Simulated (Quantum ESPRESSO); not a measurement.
Wanted: an ASE script for a Quantum ESPRESSO 7.5 run.

| Item | Value |
| --- | --- |
| Task | single point |
| Functional | PBEsol |
| Potentials or basis | PseudoDojo 0.4.1 SR PBEsol standard |
| Cutoff | 898 eV |
| Density cutoff | 3592 eV |
| k mesh | 6 × 6 × 9 |
| Occupations | fermi-dirac, width 0.05 eV |
| Spin | no spin polarisation |
| Mixing beta | 0.5 |
| Most SCF iterations | 120 |
| SCF threshold | 4e-10 Ry |

The structure of Bi lies in POSCAR:

```
Bi
1.0
    3.4885980000     -3.1325780000      0.0000000000
    3.4885980000      3.1325780000      0.0000000000
   -1.2602350000      0.0000000000      3.1135500000
Bi
2
Direct
    0.7530610000      0.7530610000      0.8573820000
    0.2469390000      0.2469390000      0.1426180000
```

This isn't the form of Bi at room conditions, which is rhombohedral.

The input as run:

run.py

```python
import numpy as np
from ase.calculators.espresso import Espresso, EspressoProfile
from ase.io import read

atoms = read('POSCAR')

input_data = {
    'control': {'calculation': 'scf', 'prefix': 'pwscf', 'outdir': './tmp', 'tprnfor': True, 'tstress': True, 'disk_io': 'nowf'},
    'system': {'ecutwfc': 66.0, 'nbnd': 22, 'occupations': 'smearing', 'smearing': 'fd', 'degauss': 0.00367493},
    'electrons': {'conv_thr': 4e-10, 'electron_maxstep': 120, 'mixing_beta': 0.5},
}
pseudopotentials = {'Bi': 'Bi.upf'}
profile = EspressoProfile(command='mpirun -n 2 pw.x -nk 2', pseudo_dir='pseudo')
dft = Espresso(profile=profile, input_data=input_data, pseudopotentials=pseudopotentials, kpts=(6, 6, 9), koffset=(0, 0, 0))
atoms.calc = dft

print(f'energy {atoms.get_potential_energy():.8f} eV')
print('forces (eV/A)')
print(np.round(atoms.get_forces(), 6))
print('stress (eV/A^3, Voigt)')
print(np.round(atoms.get_stress(), 8))
print(f'Fermi level {dft.get_fermi_level():.4f} eV')
```

Potentials or basis: PseudoDojo 0.4.1 SR PBEsol standard.

Command:

```sh
$ OMP_NUM_THREADS=1 python run.py
```

It gave:

```json
{
  "Pressure": "-2.5 GPa",
  "Largest force": "0.052 eV/Å",
  "Band gap on the k mesh": "none (metal or under the smearing width)"
}
```

Caveat: spin-orbit coupling is left out, which moves the levels of the heavy elements.

It took 48 s on 2 MPI ranks on Arm Neoverse V2, on a shared host, peak memory 0.26 GiB a rank.
